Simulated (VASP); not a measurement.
# Os, energy along a vibration (SMASS = -2): which settings are enough?

Os, Fm-3m (no. 225), atoms displaced along the mode, 2 atoms in the cell. PBE, energy along a line of displacements; PAW potentials Os (PBE set). VASP 6.6.1.

Wanted: harmonic frequency within 1 %.

Space group without the displacement: Fm-3m (no. 225); Mode: longitudinal mode at X.

POSCAR of the starting run:
```
Os
1.0
    1.9450000000      1.9450000000      0.0000000000
   -1.9450000000      1.9450000000      0.0000000000
    0.0000000000      0.0000000000      3.8900000000
Os
2
Direct
    0.0000000000      0.0000000000     -0.0102827763
    0.5000000000      0.5000000000      0.5102827763

    0.0000000000   0.0000000000   0.0100000000
    0.0000000000   0.0000000000  -0.0100000000
```

The series start from k mesh: 7 × 7 × 5; Cutoff (eV): 300; Step along the mode (Å): 0.02; Smearing width (eV): 0.15. Each series keeps the choices made before it, and each single choice may use up half of a tolerance.

## k mesh

| k mesh | Harmonic frequency (THz) | Time (s) |
|---|---|---|
| 3 × 3 × 2 | 2.583 | 18 |
| 4 × 4 × 3 | 4.799 | 23 |
| 6 × 6 × 4 | -2.642 | 30 |
| 7 × 7 × 5 | -2.026 | 44 |
| 9 × 9 × 6 | 3.023 | 74 |
| 11 × 11 × 8 | 1.684 | 134 |
| 14 × 14 × 10 (reference) | 2.316 | 214 |

Chosen: 14 × 14 × 10; the next looser run is off by more than half of the tolerance, so convergence isn't shown beyond this value.

## Cutoff (eV)

| Cutoff (eV) | Harmonic frequency (THz) | Time (s) |
|---|---|---|
| 170 | -2.95 | 145 |
| 200 | 2.121 | 192 |
| 230 | 2.344 | 208 |
| 270 | 2.295 | 183 |
| 300 | 2.316 | 214 |
| 350 (reference) | 2.459 | 318 |

Chosen: 350; the next looser run is off by more than half of the tolerance, so convergence isn't shown beyond this value.

## Smearing width (eV)

| Smearing width (eV) | Harmonic frequency (THz) | Time (s) |
|---|---|---|
| 0.4 | 2.297 | 287 |
| 0.3 | 2.509 | 274 |
| 0.2 | 2.598 | 256 |
| 0.15 | 2.657 | 250 |
| 0.1 (reference) | 2.957 | 288 |

Chosen: 0.1; the next looser run is off by more than half of the tolerance, so convergence isn't shown beyond this value.

Also changed on the way, by series that aren't shown: Step along the mode (Å): 0.01.

The chosen settings are those of the reference run.

## The input

INCAR:
```
  GGA = PE
  PREC = Accurate
  ENCUT = 350
  EDIFF = 1E-7
  ALGO = Normal
  LREAL = False
  LASPH = True
  ISMEAR = 1
  SIGMA = 0.1
  ISYM = 0
  LWAVE = False
  LCHARG = False
  IBRION = 0
  SMASS = -2
  POTIM = 1
  NSW = 9
  NELMIN = 4
  IWAVPR = 11
  KPAR = 2
```

KPOINTS:
```
Automatic mesh
0
Gamma
  14 14 10
  0 0 0
```

POSCAR:
```
Os
1.0
    1.9450000000      1.9450000000      0.0000000000
   -1.9450000000      1.9450000000      0.0000000000
    0.0000000000      0.0000000000      3.8900000000
Os
2
Direct
    0.0000000000      0.0000000000     -0.0051413882
    0.5000000000      0.5000000000      0.5051413882

    0.0000000000   0.0000000000   0.0050000000
    0.0000000000   0.0000000000  -0.0050000000
```

Commands:
```
cat potpaw_PBE.64/Os/POTCAR > POTCAR
mpirun -np 2 vasp_std > vasp.out
```

The chosen input took VASP 6.6.1 288 s on 2 cores (Intel Xeon Platinum 8259CL @ 2.50GHz (Skylake/Cascade Lake)), a shared host.

## An input that fails: POTIM multiplies the typed steps tenfold

It runs to its end, but against the unchanged starting input it is off by 4505 % in the harmonic frequency.

Changes against the starting input:
```
- POTIM = 1
+ POTIM = 10
```
